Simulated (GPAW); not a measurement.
## CdTe: single point with PBE

**What was measured.**

A printed reference work, data compilation reports, for a bulk crystal of CdTe at 0 K: band gap 1.607 eV.

The system is CdTe.

```xyz
2
Lattice="0.0000 3.2050 3.2050 3.2050 0.0000 3.2050 3.2050 3.2050 0.0000" Properties=species:S:1:pos:R:3 pbc="T T T"
Te    4.8075    4.8075    4.8075
Cd    0.0000    0.0000    0.0000
```

* Program: GPAW 26.7.0
* Task: single point
* Functional: PBE
* Potentials or basis: GPAW PAW data sets (gpaw-data 1.2.1)
* Cutoff: 600 eV
* Basis: pw
* k mesh: 7 × 7 × 7
* Occupations: gaussian, width 0.05 eV
* Spin: no spin polarisation

- Pressure: 3.8 GPa
- Band gap on the k mesh: 0.87 eV, direct

Levels at points of the mesh, in eV from the valence-band top:
```tsv
k point	band 7	band 8	band 9	band 10	band 11	band 12
(0.00, 0.00, 0.00)	0.00	0.00	0.00	0.87	4.57	4.57
```

Wall time 14 s on 1 thread of Arm Neoverse V2 (shared host), peak memory 0.17 GiB.

A measured gap of CdTe is 1.607 eV (0 K; a printed reference work, data compilation); the calculated 0.87 eV misses it by -0.74 eV. Spin-orbit coupling on Cd, Te is left out. The value is that of PBE, without temperature or zero-point motion. Semilocal functionals fall short of measured gaps as a rule.

Caveat: spin-orbit coupling is left out, which moves the levels of the heavy elements.
